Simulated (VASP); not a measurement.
# La2O3 (P-3m1) in VASP: settings compared, part 2 of 2

VASP 6.6.1. Earlier steps stand in the parts before.

### 4 Band structure, r2SCAN

Input file INCAR:

```
ALGO     = Normal         # electronic algorithm
EDIFF    = 1E-7           # SCF threshold, eV
ENCUT    = 520            # plane-wave cutoff, eV
ISIF     = 2              # what is computed and relaxed
ISMEAR   = 0              # smearing method
KPAR     = 2            
LASPH    = True           # aspherical terms in the spheres
LCHARG   = False          # write CHGCAR
LMAXMIX  = 6              # l up to which the mixer works
LMIXTAU  = True         
LREAL    = False          # projectors in reciprocal space
LWAVE    = False          # write WAVECAR
METAGGA  = R2SCAN         # meta-GGA
NBANDS   = 28             # bands
NELM     = 100            # most SCF steps
PREC     = Accurate       # precision mode
SIGMA    = 0.02           # smearing width, eV
```

Input file KPOINTS:

```
k-points
0
Gamma
  8 8 6
```

Input file POSCAR:

```
La2O3
1.0
    3.9307778780      0.0000000000      0.0000000000
   -1.9653889390      3.4041534990      0.0000000000
    0.0000000000      0.0000000000      6.1119535200
La O
2 3
Direct
    0.3333333333      0.6666666667      0.2462356800
    0.6666666667      0.3333333333      0.7537643200
    0.0000000000      0.0000000000      0.0000000000
    0.3333333333      0.6666666667      0.6458906500
    0.6666666667      0.3333333333      0.3541093500
```

Input file KPOINTS_OPT:

```
path GMKGALHA,LM,KH
15
line-mode
reciprocal
 0.0000000000  0.0000000000  0.0000000000  G
 0.5000000000  0.0000000000  0.0000000000  M

 0.5000000000  0.0000000000  0.0000000000  M
 0.3333333333  0.3333333333  0.0000000000  K

 0.3333333333  0.3333333333  0.0000000000  K
 0.0000000000  0.0000000000  0.0000000000  G

 0.0000000000  0.0000000000  0.0000000000  G
 0.0000000000  0.0000000000  0.5000000000  A

 0.0000000000  0.0000000000  0.5000000000  A
 0.5000000000  0.0000000000  0.5000000000  L

 0.5000000000  0.0000000000  0.5000000000  L
 0.3333333333  0.3333333333  0.5000000000  H

 0.3333333333  0.3333333333  0.5000000000  H
 0.0000000000  0.0000000000  0.5000000000  A

 0.5000000000  0.0000000000  0.5000000000  L
 0.5000000000  0.0000000000  0.0000000000  M

 0.3333333333  0.3333333333  0.0000000000  K
 0.3333333333  0.3333333333  0.5000000000  H
```

Potentials or basis: VASP PAW PBE potentials, release 64 (La, O).

Started as:

```sh
$ cat potpaw_PBE.64/La/POTCAR potpaw_PBE.64/O/POTCAR > POTCAR
$ mpirun -np 2 vasp_std > vasp.out
```

OUTCAR:

```text
EDIFF = 1E-7
   ENCUT = 520
   ISIF = 2
   ISMEAR = 0
   LASPH = True
   LREAL = False
   METAGGA = R2SCAN
   NELM = 100
   PREC = Accurate

 ion  position               nearest neighbor table
   1  0.333  0.667  0.246-   5 2.36   5 2.36   5 2.36   4 2.44   3 2.72   3 2.72   3 2.72
   2  0.667  0.333  0.754-   4 2.36   4 2.36   4 2.36   5 2.44   3 2.72   3 2.72   3 2.72
   3  0.000  0.000  0.000-   1 2.72   2 2.72   2 2.72   1 2.72   2 2.72   1 2.72
   4  0.333  0.667  0.646-   2 2.36   2 2.36   2 2.36   1 2.44
[... 952 lines left out ...]
  -------------------------------------------------------------------------------------
  Total        0.0733173      0.0733173      0.1299190      0.0000000      0.0000000      0.0000000
  in kB        1.4363145      1.4363145      2.5451632      0.0000000      0.0000000      0.0000000
  external PRESSURE =       1.8059307 kB  Pullay stress =       0.0000000 kB

 VOLUME and BASIS-vectors are now :
 -----------------------------------------------------------------------------
  energy-cutoff  :      520.00
  volume of cell :       81.78
      direct lattice vectors                 reciprocal lattice vectors
     3.930777878  0.000000000  0.000000000     0.254402571  0.146879393  0.000000000
    -1.965388939  3.404153499  0.000000000     0.000000000  0.293758786  0.000000000
     0.000000000  0.000000000  6.111953520     0.000000000  0.000000000  0.163613810

 POSITION                                       TOTAL-FORCE (eV/Angst)
 -----------------------------------------------------------------------------------
     -0.00000      2.26944      1.50498        -0.000000      0.000000     -0.019913
      1.96539      1.13472      4.60697        -0.000000     -0.000000      0.019913
      0.00000      0.00000      0.00000        -0.000000      0.000000      0.000000
     -0.00000      2.26944      3.94765         0.000000      0.000000      0.013204
      1.96539      1.13472      2.16430        -0.000000      0.000000     -0.013204
 -----------------------------------------------------------------------------------
    total drift:                               -0.000000      0.000000      0.000000

  FREE ENERGIE OF THE ION-ELECTRON SYSTEM (eV)
  ---------------------------------------------------
  free  energy   TOTEN  =       -96.0575476262 eV

  energy  without entropy=      -96.0575476262  energy(sigma->0) =      -96.05754763
```

stdout:

```text
POSCAR found type information on POSCAR LaO
 POSCAR found :  2 types and       5 ions
 scaLAPACK will be used
 -----------------------------------------------------------------------------
|                                                                             |
|                                                                             |
|     You enforced a specific xc type in the INCAR file but a different       |
|     I HOPE YOU KNOW WHAT YOU ARE DOING!                                     |
|                                                                             |
 -----------------------------------------------------------------------------

 LDA part: xc-table for (None), standard interpolation
 POSCAR, INCAR and KPOINTS ok, starting setup
 FFT: planning ... GRIDC
 FFT: planning ... GRID_SOFT
 FFT: planning ... GRID
 WAVECAR not read
 entering main loop
 Start KPOINTS_OPT (optional k-point list driver)
k-point batch [1-50\135]
k-point batch [51-100\135]
k-point batch [101-135\135]
```

Wall time 9.9 min (2 MPI ranks of AMD EPYC 9R45 (Zen 5), shared host); peak memory 0.29 GiB.

Results:

| Property | Result |
| --- | --- |
| Free energy | -96.0575 eV |
| Pressure | 0.2 GPa |
| Largest force | 0.020 eV/Å |
| Band gap on the k mesh | 4.28 eV, indirect (least direct gap 4.47 eV) |
| Band gap along the path | 4.24 eV, indirect (least direct gap 4.36 eV) |

Forces on the atoms (eV/Å):
```
La   0.000  0.000 -0.020
La   0.000  0.000  0.020
O    0.000  0.000  0.000
O    0.000  0.000  0.013
O    0.000  0.000 -0.013
```

Levels at the corners of the path, in eV from the valence-band top:
| point | band 17 | band 18 | band 19 | band 20 | band 21 | band 22 | band 23 | band 24 |
| --- | --- | --- | --- | --- | --- | --- | --- | --- |
| Γ | -1.65 | -0.39 | -0.39 | -0.12 | 4.79 | 5.12 | 5.12 | 5.77 |
| M | -0.75 | -0.68 | -0.43 | -0.30 | 4.30 | 5.27 | 5.79 | 5.83 |
| M | -0.75 | -0.68 | -0.43 | -0.30 | 4.30 | 5.27 | 5.79 | 5.83 |
| K | -0.82 | -0.82 | -0.80 | -0.13 | 4.24 | 5.31 | 5.31 | 5.64 |
| K | -0.82 | -0.82 | -0.80 | -0.13 | 4.24 | 5.31 | 5.31 | 5.64 |
| Γ | -1.65 | -0.39 | -0.39 | -0.12 | 4.79 | 5.12 | 5.12 | 5.77 |
| Γ | -1.65 | -0.39 | -0.39 | -0.12 | 4.79 | 5.12 | 5.12 | 5.77 |
| A | -1.00 | -0.77 | -0.29 | -0.29 | 5.24 | 5.28 | 5.28 | 5.54 |
| A | -1.00 | -0.77 | -0.29 | -0.29 | 5.24 | 5.28 | 5.28 | 5.54 |
| L | -0.97 | -0.71 | -0.38 | 0.00 | 4.93 | 5.09 | 5.72 | 5.83 |
| L | -0.97 | -0.71 | -0.38 | 0.00 | 4.93 | 5.09 | 5.72 | 5.83 |
| H | -0.57 | -0.29 | -0.29 | -0.24 | 4.67 | 5.36 | 5.53 | 5.53 |
| H | -0.57 | -0.29 | -0.29 | -0.24 | 4.67 | 5.36 | 5.53 | 5.53 |
| A | -1.00 | -0.77 | -0.29 | -0.29 | 5.24 | 5.28 | 5.28 | 5.54 |
| L | -0.97 | -0.71 | -0.38 | 0.00 | 4.93 | 5.09 | 5.72 | 5.83 |
| M | -0.75 | -0.68 | -0.43 | -0.30 | 4.30 | 5.27 | 5.79 | 5.83 |
| K | -0.82 | -0.82 | -0.80 | -0.13 | 4.24 | 5.31 | 5.31 | 5.64 |
| H | -0.57 | -0.29 | -0.29 | -0.24 | 4.67 | 5.36 | 5.53 | 5.53 |

Caveat: the PAW data sets were made with another functional, which shifts forces and pressure a little; spin-orbit coupling is left out, which moves the levels of the heavy elements.

### 5 The runs side by side

| level | potentials or basis | gap on the mesh (eV) | pressure (GPa) | largest force (eV/Å) |
| --- | --- | --- | --- | --- |
| LDA | VASP PAW LDA potentials, release 64 (La, O) | 3.74 | -6.3 | 0.16 |
| PBE | VASP PAW PBE potentials, release 64 (La, O) | 3.86 | 1.6 | 0.01 |
| r2SCAN | VASP PAW PBE potentials, release 64 (La, O) | 4.28 | 0.2 | 0.02 |

Alike in all rows: task band structure; no spin polarisation; cell as given; k mesh 8 × 8 × 6; cutoff (eV) 520; smearing gaussian 0.02 eV.

Caveats: spin-orbit coupling is left out, which moves the levels of the heavy elements; the PAW data sets were made with another functional, which shifts forces and pressure a little (some runs).

Absolute energies hang on the potentials; compare differences alone.
